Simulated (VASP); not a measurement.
MoS2, 3 atoms in the cell. The cell holds a slab with vacuum, 3 atoms: a = 3.192 Å, b = 3.160 Å, c = 20.000 Å, α = 90.00°, β = 90.00°, γ = 120.33°. 

```yaml
Program: VASP 6.6.1
Task: single point
Functional: PBE
Potentials_or_basis: VASP PAW PBE potentials, release 64 (Mo_sv, S)
Cutoff: 520 eV
k_mesh: 12 × 12 × 1
Occupations: fermi-dirac, width 0.05 eV
Spin: spin-orbit coupling, no magnetisation
Further_INCAR_settings: ALGO = Fast; EDIFF = 1e-07; NBANDS = 39
```

Potentials or basis: VASP PAW PBE potentials, release 64 (Mo_sv, S).

Run with:

```console
$ cat potpaw_PBE.64/Mo_sv/POTCAR potpaw_PBE.64/S/POTCAR > POTCAR
$ mpirun -np 4 vasp_ncl > vasp.out
```

Hardware: 4 MPI ranks on AMD EPYC 9R45 96-Core Processor (Zen 5), with other jobs on the host.

Question: How long does it take, and how much memory?

Answer: It took 6.2 min on 4 MPI ranks on AMD EPYC 9R45 96-Core Processor (Zen 5), on a shared host, peak memory 1.2 GiB a rank. Counts: scf iterations 27, k points 78.
